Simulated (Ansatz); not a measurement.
## TiSi2: checking dH/dP = V

The calculation used DFT PBEsol, scalar-relativistic, plane waves, PAW (Ansatz 0.2.0). Settings: 420 eV cutoff, 10×10×10 k-mesh, Gaussian smearing of 0.10 eV, no spin polarisation.

Starting point, cell and atoms relaxed:

```xyz
6
Lattice="1.7585 -6.6741 0.0000 1.7585 6.6741 0.0000 0.0000 0.0000 3.5556" Properties=species:S:1:pos:R:3 pbc="T T T"
Ti    1.7585   -5.3062    2.6667
Ti    1.7585    5.3062    0.8889
Si    1.7585   -0.8007    2.6667
Si    1.7585    0.8007    0.8889
Si    1.7585    3.3408    2.6667
Si    1.7585   -3.3408    0.8889
```

Cell and atoms were relaxed at each target pressure within the start's symmetry (Cmcm), at zero temperature; other phases can be more stable under pressure. H = E + PV with P the target; E is the free energy at the smearing used, whose derivative the pressure is, per atom and counted from zero pressure. The mesh named is that at zero pressure; some other pressures ran on another.

| P (GPa) | V (Å³/atom) | E − E0 (meV) | H − H0 (meV) |
| --- | --- | --- | --- |
| 0 | 13.910 | 0.0 | 0.0 |
| 1 | 13.811 | 0.3 | 86.5 |
| 4 | 13.532 | 4.6 | 342.4 |
| 12 | 12.910 | 35.0 | 1002.0 |
| 25 | 12.140 | 122.4 | 2016.7 |
| 50 | 11.099 | 360.5 | 3824.3 |
| 90 | 10.010 | 826.5 | 6449.6 |

Problem. Thermodynamics gives dH/dP = V along a relaxed path. Integrate V over P by the trapezoid rule and compare with the computed enthalpies.

Solution. With 1 eV/Å³ = 160.22 GPa, each step adds the mean volume times ΔP / 160.22:
```csv
P (GPa),∫V dP (meV),H − H0 (meV),difference (meV)
1,86.5,86.5,0.0
4,342.5,342.4,0.1
12,1002.7,1002.0,0.7
25,2018.9,2016.7,2.2
50,3832.0,3824.3,7.7
90,6467.1,6449.6,17.6
```

V(P) curves upward, so the trapezoid rule runs high; integrating a smooth curve through the same points puts that excess at about 17.7 meV at 90 GPa, against the 17.6 meV found.

Problem. At 90 GPa, how much of the enthalpy change is stored energy and how much is the PV term?

Solution. E rises by 827 meV/atom and PV is 90 × 10.010 / 160.22 = 5623 meV/atom, so PV makes 87 % of ΔH. So between rival structures at high pressure a small difference in volume can outweigh the difference in energy: 1 % of this volume is worth 56.2 meV/atom at this pressure.

Problem. What bulk modulus do the lowest pressures give?

Solution. From the pressures that the runs reached, -0.99 GPa (14.011 Å³) and 0.99 GPa (13.811 Å³), B = −ΔP/Δln V = 1.98 / 0.0144 = 138 GPa, a mean over that range.

This form isn't the usual stable structure of the compound.